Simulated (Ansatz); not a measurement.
RbBr (rocksalt), relaxed with r2SCAN in Ansatz. Space group Fm-3m (No. 225), cubic; conventional cell a = 6.922 Å, 41.45 Å³ an atom. Rb has 6 Br at 3.46 Å; Br has 6 Rb at 3.46 Å.

The axes x, y and z are those of this cell:
```
Rb Br
1.0
     0.00000    3.46083    3.46083
     3.46083    0.00000    3.46083
     3.46083    3.46083    0.00000
Rb Br
1 1
Direct
  0.00000 0.00000 0.00000
  0.50000 0.50000 0.50000
```

Unstrained: The PBE gap is direct at Γ: 4.291 eV. The r2SCAN gap is direct at Γ: 4.893 eV. HSE06 gives a direct gap of 5.443 eV at Γ. Meshes: PBE 6×6×6, r2SCAN 6×6×6, HSE06 4×4×4. Strains are changes of length per length, and xy shears are angles. After each strain the atoms were relaxed again with r2SCAN within the symmetry that the strain leaves, so tilts or polar shifts that break it weren't tested; points keep the names that they have in the unstrained zone. (Simulation; spin polarisation is off.)

**Question.** Estimate what uniaxial +2.5 % along [111], other directions held does to the gap.

**Answer.** PBE: the gap goes from 4.291 to 4.215 eV (-0.076 eV); with r2SCAN the top three valence levels at Γ, degenerate before, become 2+1 from the top over 40 meV. r2SCAN: the gap goes from 4.893 to 4.814 eV (-0.079 eV). HSE06: the gap goes from 5.443 to 5.361 eV (-0.082 eV). The r2SCAN energy rises by 1.4 meV an atom.

**Question.** Apply isotropic -3.0 % on every length. How far does the gap move, against the unstrained cell?

**Answer.** PBE: the gap goes from 4.291 to 4.529 eV (+0.238 eV). r2SCAN: the gap goes from 4.893 to 5.142 eV (+0.249 eV). HSE06: the gap goes from 5.443 to 5.702 eV (+0.259 eV). The r2SCAN energy rises by 17.4 meV an atom.

**Question.** Estimate what uniaxial -3.0 % along z, other directions held does to the gap.

**Answer.** PBE: the gap goes from 4.291 to 4.339 eV (+0.048 eV); with r2SCAN the top three valence levels at Γ, degenerate before, become 1+2 from the top over 41 meV. r2SCAN: the gap goes from 4.893 to 4.941 eV (+0.048 eV). HSE06: the gap goes from 5.443 to 5.498 eV (+0.055 eV). The r2SCAN energy rises by 4.9 meV an atom.

**Question.** Estimate what xy shear, engineering strain (angle) +3.0 % does to the gap.

**Answer.** PBE: the gap goes from 4.291 to 4.264 eV (-0.027 eV); with r2SCAN the top three valence levels at Γ, degenerate before, become 1+1+1 from the top over 48 meV. r2SCAN: the gap goes from 4.893 to 4.866 eV (-0.027 eV). HSE06: the gap goes from 5.443 to 5.416 eV (-0.027 eV). The r2SCAN energy rises by 0.5 meV an atom.

**Question.** One strain changed the r2SCAN stress by xx +0.58, yy +0.06, zz +0.06 GPa (compression positive) and the gap by +0.026 eV (PBE), +0.026 eV (r2SCAN), +0.030 eV (HSE06). Which kind of strain was it, and roughly how large?

**Answer.** Uniaxial -1.5 % along x, other directions held. The pattern of the stress gives the kind; the size needs the stiffness, so it is an estimate.

The runs are scalar-relativistic, without spin-orbit coupling.

The meshes of the hybrids are coarse, so their gaps aren't converged to the digits shown.

The splittings at Γ are without spin-orbit coupling, which regroups them where it is of like size or larger.
